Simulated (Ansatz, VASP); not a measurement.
# One calculation of Ca, two programs

```xyz
4
Lattice="7.2439 0.0000 0.0000 0.0000 7.2439 0.0000 0.0000 0.0000 3.3841" Properties=species:S:1:pos:R:3 pbc="T T T"
Ca    0.0000    0.0000    0.0000
Ca    0.0000    3.6220    0.0000
Ca    3.6220    0.0000    0.0000
Ca    3.6220    3.6220    1.6920
```

Alike in both runs: task relaxation of cell and atoms; functional PBE; k mesh 6 × 6 × 14; occupations gaussian, width 0.1 eV; no spin polarisation.

```csv
,VASP,Ansatz
version,VASP 6.6.1,Ansatz 0.2.0
potentials or method,"VASP PAW PBE potentials, release 64 (Ca_sv)","scalar-relativistic, plane waves, PAW"
plane-wave cutoff (eV),600,420
valence electrons in the cell,40,40
```

|  | VASP | Ansatz | Ansatz less VASP |
| --- | --- | --- | --- |
| gap on the k mesh at the Fermi level, each at its own relaxed structure (eV) | none | none | - |
| relaxed volume (Å³/atom) | 42.83 | 42.66 | -0.167 |
| relaxed cell length with the largest relative difference (Å) | 3.688 | 3.682 | -0.0062 |
| energy change over the relaxation (meV/atom) | -87 | -87 | -0.3 |

A gap of «none» marks a metal or a gap that the smearing closes.
